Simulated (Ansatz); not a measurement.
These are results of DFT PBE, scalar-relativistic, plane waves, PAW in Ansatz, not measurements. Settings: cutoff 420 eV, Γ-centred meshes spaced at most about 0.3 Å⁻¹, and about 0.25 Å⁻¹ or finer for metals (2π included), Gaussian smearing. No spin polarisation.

Temperature and zero-point effects are left out.

Two forms of SnH₅ were relaxed alike.

1.

```xyz
6
Lattice="3.5049 0.0000 0.0000 -1.7525 3.0353 0.0000 0.0000 0.0000 5.5932" Properties=species:S:1:pos:R:3 pbc="T T T"
Sn    0.0000    0.0000    0.0000
H     0.0000    2.0236    3.7642
H     0.0000    0.0000    3.1800
H     0.0000    2.0236    2.7966
H     0.0000    0.0000    2.4132
H     0.0000    2.0236    1.8290
```

2.

```xyz
6
Lattice="3.1700 0.0000 0.0000 0.0000 3.1700 0.0000 0.0000 0.0000 5.5504" Properties=species:S:1:pos:R:3 pbc="T T T"
Sn    1.5850    1.5850    0.0000
H     1.5850    1.5850    2.3904
H     1.5850    1.5850    3.1600
H     0.0000    0.0000    1.8008
H     0.0000    0.0000    3.7496
H     0.0000    0.0000    2.7752
```

Task: Which is lower in energy, and by how much?

Result: They are level within the accuracy (5 meV/atom apart, with cell 2 the lower in these runs). Cell 1 has space group P-6m2 (No. 187), 9.9 Å³/atom and no gap on its mesh; cell 2 has space group P4/mmm (No. 123), 9.3 Å³/atom and no gap. Counting H atoms around Sn (those within 1.25 times the shortest such distance or 1.15 times the sum of covalent radii; a plus sign parts nearer from farther groups), cell 1 has Sn 2+6 and cell 2 has Sn 2+8. Cell 1 and cell 2 both hold H–H pairs as short as in free H₂ molecules. Even the lower one lies +0.39 eV/atom against the reference forms of the elements (uncorrected), so neither is stable at this level. Both come from invented guesses. The lowest form computed isn't among them: it has space group P-6m2 (No. 187), 21.9 Å³/atom and lies 120 meV/atom below the best shown.

For metals, differences of a few meV/atom aren't resolved. No dispersion correction is applied, so the spacing and binding between layers, chains or molecules are poorly described (P-6m2, P4/mmm), and this can change margins and order among such cells. With hydrogen, zero-point motion can shift such differences by 10 meV/atom or more. Cells relaxed within their symmetry can be saddle points. Some structure types and database cells were kept out of the candidates from the start, so a known form may be missing.
